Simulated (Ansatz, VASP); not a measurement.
Two plane-wave programs on H

The input POSCAR:

```
H
1.0
   -1.7137940552      1.7137940552      2.0855622805
    1.7137940552     -1.7137940552      2.0855622805
    1.7137940552      1.7137940552     -2.0855622805
H
2
Direct
    0.9098622900      0.9098622900      0.0000000000
    0.0901377100      0.0901377100      0.0000000000
```

INCAR.step1

```
PREC = Accurate
ENCUT = 520
ISMEAR = -1
SIGMA = 0.01
LREAL = F
LASPH = T
NELM = 100
NBANDS = 8
GGA = PE
ALGO = Normal
EDIFF = 1E-4
LWAVE = T
LCHARG = F
```

Contents of INCAR.step2:

```
PREC = Accurate
ENCUT = 520
EDIFF = 1E-8
ISMEAR = -1
SIGMA = 0.01
LREAL = F
LASPH = T
NELM = 100
ALGO = Normal
ISIF = 2
LWAVE = F
LCHARG = F
METAGGA = R2SCAN
LMIXTAU = T
LEFG = T
NBANDS = 8
ISTART = 1
```

KPOINTS

```
regular mesh
0
Gamma
  12 12 12
```

Input for Ansatz:

```yaml
crystal:
  lattice:
    - [-1.7137940552, 1.7137940552, 2.0855622805]
    - [1.7137940552, -1.7137940552, 2.0855622805]
    - [1.7137940552, 1.7137940552, -2.0855622805]
  atoms:
    - { symbol: H, position: [0.90986229, 0.90986229, 0.0] }
    - { symbol: H, position: [0.09013771, 0.09013771, 0.0] }
kpoints:
  mp_grid: { grid: [12, 12, 12] }
scf:
  occupations: { method: fermi_dirac, width: 0.01 }
hamiltonian:
  xc: r2scan
  pseudopotentials: { kind: paw }
output:
  forces: true
  stress: true
  eigenvalues: true
  efg: { contact_densities: true }
```

Change from the starting cell: volume scaled by 1.04, PAW files.

Alike in both runs: task electric field gradients; functional r2SCAN; k mesh 12 × 12 × 12; occupations fermi-dirac, width 0.01 eV; no spin polarisation.

|  | VASP | Ansatz |
| --- | --- | --- |
| version | VASP 6.6.1 | Ansatz 0.2.0 |
| potentials or method | VASP PAW PBE potentials, release 64 (H) | PAW with Ansatz's default frozen-core files, scalar-relativistic |
| plane-wave cutoff (eV) | 520 | 500 |
| valence electrons in the cell | 2 | 2 |

VASP gave:

```
gap on the k mesh at the Fermi level (eV)                      : 9.64
pressure (GPa)                                                 : -0.6
largest component of the traceless stress (GPa)                : 1.12
rms of the force components (eV/Å)                             : 0.199
Vzz of the field gradient on the site that differs most (V/Å²) : 30.9
```

Q: What did Ansatz give for the same quantities?

A: gap on the k mesh at the Fermi level (eV): 9.62; pressure (GPa): -0.4; largest component of the traceless stress (GPa): 1.11; rms of the force components (eV/Å): 0.202; Vzz of the field gradient on the site that differs most (V/Å²): 30.8.

Atom by atom the forces differ by 0.004 eV/Å (rms over components).

Caveats: the PAW data sets were made with another functional, which shifts forces and pressure a little (VASP). A k mesh can miss the band edges.
